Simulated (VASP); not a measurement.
# Relaxed cell of ZnS (Sphalerite): a test of cutoff and mesh, part 2 of 2

Aim: test the relaxed volume of ZnS (Sphalerite) against cutoff and mesh. The starting structure is a measured crystal structure from the Crystallography Open Database. The first relaxation on each setting starts from this cell expanded by 3 % in volume.

VASP 6.6.1.

Results so far: reference 19.24 Å³ an atom; a cutoff of 280 eV 19.05 Å³ an atom; a 4×4×4 mesh 19.34 Å³ an atom.

### 5. Relaxation with a cutoff of 600 eV

Level of this step: PBEsol; plane waves and PAW (Zn, S) (VASP).

Against step 2 the input has ENCUT = 600. This run starts from the cell of an earlier relaxation, which isn't shown; the restart sets up the plane waves anew.

INCAR reads:

```
SYSTEM = ZnS
PREC = Accurate
ENCUT = 600
EDIFF = 1E-06
NELM = 100
ISMEAR = 0
SIGMA = 0.03
LREAL = .FALSE.
ALGO = Normal
GGA = PS
NBANDS = 15
LORBIT = 11
LWAVE = .FALSE.
LCHARG = .FALSE.
KPAR = 8
IBRION = 2
NSW = 50
ISIF = 3
EDIFFG = -0.006
```

POSCAR reads:

```
ZnS
1.0
    0.0000000000      2.6804457633      2.6804457633
    2.6804457633      0.0000000000      2.6804457633
    2.6804457633      2.6804457633      0.0000000000
Zn S
1 1
Direct
    0.0000000000      0.0000000000      0.0000000000
    0.7500000000      0.7500000000      0.7500000000
```

KPOINTS reads:

```
Automatic mesh
0
Gamma
8 8 8
0 0 0
```

PAW data sets: Zn and S (PBE family, release 64).

On the command line:

```
$ mpirun -np 8 vasp_std
```

What it wrote:

```text
[... set-up lines as in an earlier step ...]
 entering main loop
       N       E                     dE             d eps       ncg     rms          rms(c)
DAV:   1     0.964460661757E+02    0.96446E+02   -0.98505E+03   870   0.163E+03
DAV:   2    -0.137305169675E+01   -0.97819E+02   -0.91974E+02   982   0.290E+02
DAV:   3    -0.791872569080E+01   -0.65457E+01   -0.65140E+01  1080   0.719E+01
DAV:   4    -0.799593472217E+01   -0.77209E-01   -0.77185E-01  1059   0.805E+00
[...]
DAV:  10    -0.758756853544E+01   -0.83797E-04   -0.16267E-04  1060   0.100E-01    0.280E-02
DAV:  11    -0.758756003446E+01    0.85010E-05   -0.28193E-05  1073   0.444E-02    0.613E-03
DAV:  12    -0.758756029720E+01   -0.26273E-06   -0.32611E-06  1031   0.177E-02
   1 F= -.75875603E+01 E0= -.75875603E+01  d E =-.758756E+01
[...]
reached required accuracy - stopping structural energy minimisation
```

Elapsed: 2.8 s, on 8 MPI ranks of Intel Xeon 6975P-C (Granite Rapids), shared host; peak memory 1.4 GiB; 17 s of CPU time.

From OUTCAR (step 5):

```text
  Total        0.0051053      0.0051053      0.0051053     -0.0000000      0.0000000     -0.0000000
  in kB        0.2123654      0.2123654      0.2123654     -0.0000000      0.0000000     -0.0000000
  external PRESSURE =       0.2123654 kB  Pullay stress =       0.0000000 kB

 POSITION                                       TOTAL-FORCE (eV/Angst)
 -----------------------------------------------------------------------------------
      0.00000      0.00000      0.00000         0.000000      0.000000      0.000000
      4.02067      4.02067      4.02067        -0.000000     -0.000000     -0.000000
 -----------------------------------------------------------------------------------
    total drift:                               -0.000000     -0.000000     -0.000000

  FREE ENERGIE OF THE ION-ELECTRON SYSTEM (eV)
  ---------------------------------------------------
  free  energy   TOTEN  =        -7.5875602972 eV

  energy  without entropy=       -7.5875602972  energy(sigma->0) =       -7.58756030

[... 2 parts as in an earlier step ...]

[... 2 further parts left out ...]
[key lines of the parts left out:]
E-fermi :   2.4053
```

With a cutoff of 600 eV the cell ends at 19.258 Å³ an atom, +0.07 % from the reference; the bulk modulus is 78.7 GPa against 78.8 GPa.

### 6. Relaxation with a 10×10×10 mesh

Against step 2 the input has a 10×10×10 mesh. This run starts from the cell of an earlier relaxation, which isn't shown; the restart sets up the plane waves anew.

Edit INCAR of step 5 so:

```diff
@@ -2,3 +2,3 @@
 PREC = Accurate
-ENCUT = 600
+ENCUT = 450
 EDIFF = 1E-06
```

POSCAR reads:

```
ZnS
1.0
    0.0000000000      2.6797566060      2.6797566060
    2.6797566060      0.0000000000      2.6797566060
    2.6797566060      2.6797566060      0.0000000000
Zn S
1 1
Direct
    0.0000000000      0.0000000000      0.0000000000
    0.7500000000      0.7500000000      0.7500000000
```

KPOINTS reads:

```
Automatic mesh
0
Gamma
10 10 10
0 0 0
```

On the command line:

```
$ mpirun -np 8 vasp_std
```

What it wrote:

```text
[... set-up lines as in an earlier step ...]
 entering main loop
       N       E                     dE             d eps       ncg     rms          rms(c)
DAV:   1     0.870837214001E+02    0.87084E+02   -0.84767E+03  1410   0.133E+03
DAV:   2    -0.230481884003E+01   -0.89389E+02   -0.83773E+02  1564   0.259E+02
DAV:   3    -0.793393592483E+01   -0.56291E+01   -0.56061E+01  1739   0.655E+01
DAV:   4    -0.799525300746E+01   -0.61317E-01   -0.61305E-01  1718   0.712E+00
[...]
DAV:  10    -0.758696528836E+01   -0.83585E-04   -0.16177E-04  1698   0.989E-02    0.267E-02
DAV:  11    -0.758695712389E+01    0.81645E-05   -0.26666E-05  1718   0.428E-02    0.597E-03
DAV:  12    -0.758695737917E+01   -0.25528E-06   -0.31700E-06  1648   0.174E-02
   1 F= -.75869574E+01 E0= -.75869574E+01  d E =-.758696E+01
[...]
reached required accuracy - stopping structural energy minimisation
```

It took 2.8 s on 8 MPI ranks; peak memory 1.3 GiB; 18 s of CPU time.

OUTCAR, selected parts (step 6):

```text
  Total       -0.0053080     -0.0053080     -0.0053080     -0.0000000     -0.0000000     -0.0000000
  in kB       -0.2209678     -0.2209678     -0.2209678     -0.0000000     -0.0000000     -0.0000000
  external PRESSURE =      -0.2209678 kB  Pullay stress =       0.0000000 kB

 POSITION                                       TOTAL-FORCE (eV/Angst)
 -----------------------------------------------------------------------------------
      0.00000      0.00000      0.00000         0.000000     -0.000000      0.000000
      4.01963      4.01963      4.01963        -0.000000      0.000000     -0.000000
 -----------------------------------------------------------------------------------
    total drift:                               -0.000002     -0.000002     -0.000002

  FREE ENERGIE OF THE ION-ELECTRON SYSTEM (eV)
  ---------------------------------------------------
  free  energy   TOTEN  =        -7.5869573792 eV

  energy  without entropy=       -7.5869573792  energy(sigma->0) =       -7.58695738

[... 1 part as in an earlier step ...]

[... 3 further parts left out ...]
[key lines of the parts left out:]
E-fermi :   2.3828
```

With a 10×10×10 mesh the cell ends at 19.244 Å³ an atom, +0.00 % from the reference; the bulk modulus is 78.6 GPa against 78.8 GPa.

### 7. Comparison

```
               run  volume (Å³/atom)  change (%)  bulk modulus (GPa)  pressure left (GPa)  core minutes
         reference            19.244           -                78.8                -0.02         0.933
a cutoff of 280 eV             19.05       -1.01                80.5                 0.03         0.693
      a 4×4×4 mesh            19.336        0.48                78.2                -0.04          0.64
a cutoff of 600 eV            19.258        0.07                78.7                 0.02          1.09
   a 10×10×10 mesh            19.244         0.0                78.6                -0.02          1.17
```

Core minutes are wall time times ranks, summed over the relaxations behind a row (those for a bulk modulus apart), on shared hosts.

### 8. Summary of results

| Quantity | Value |
| --- | --- |
| volume of the reference | 19.24 Å³/atom |
| volume against the reference, a cutoff of 280 eV | -1.01 % |
| volume against the reference, a 4×4×4 mesh | +0.48 % |
| volume against the reference, a cutoff of 600 eV | +0.07 % |
| volume against the reference, a 10×10×10 mesh | +0.00 % |

What this shows: The volume moves most with a cutoff of 280 eV: -1.01 % against the reference (450 eV, 8×8×8 mesh). On finer settings it changes by +0.07 % with a cutoff of 600 eV and +0.00 % with a 10×10×10 mesh. The relaxations stop with up to 0.04 GPa left, which at the bulk modulus found here is 0.05 % of the volume. That understates it: a restart alone still moved the volume by up to 0.5 %. A cell that shrinks at the lower cutoff is the usual mark of Pulay stress, the error that a plane-wave basis makes when it is kept while the volume changes. The bulk modulus is more sensitive: it changes by +2.2 % with a cutoff of 280 eV. Further runs on this material are not shown.

[Lines on the potential files, build, host, timing and source positions are cut from VASP's logs without a mark.]

[Logs are printed without paths, hosts, clocks, repeated set-up lines and the standing remarks that a program may print on its own settings, such as how far it seeks lower states.]

[Hosts, paths, dates, database ids (printed as entryN), source tags and the programs' standing remarks are cut or masked in the printed files.]
